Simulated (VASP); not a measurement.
Input of a VASP 6.6.1 run:

Contents of INCAR:

```
SYSTEM = Mo
PREC = Accurate
ENCUT = 520
EDIFF = 1E-6
ISMEAR = 0
SIGMA = 0.15
LREAL = .False.
LASPH = .True.
NELM = 100
ALGO = Fast
ISIF = 2
LWAVE = .False.
LCHARG = .False.
GGA = PS
NBANDS = 13
```

File KPOINTS:

```
regular mesh
0
Gamma
  22 22 22
  0 0 0
```

Contents of POSCAR:

```
Mo
1.0
   -1.6181300000      1.5710000000      1.5710000000
    1.6181300000     -1.5710000000      1.5710000000
    1.6181300000      1.5710000000     -1.5710000000
Mo
1
Direct
    0.0000000000      0.0000000000      0.0000000000
```

Potentials or basis: VASP PAW PBE potentials, release 64 (Mo_sv).

Launch:

```sh
$ cat potpaw_PBE.64/Mo_sv/POTCAR > POTCAR
$ mpirun -np 1 vasp_std > vasp.out
```

Question: What does it give for the pressure?

Answer: -10.0 GPa.

Question: Estimate the band gap on the k mesh.

Answer: None (metal or under the smearing width).

Stress tensor (GPa, compression positive):
```
-15.55   0.00   0.00
  0.00  -7.21   0.00
  0.00   0.00  -7.21
```

Caveat: the PAW data sets were made with another functional, which shifts forces and pressure a little.
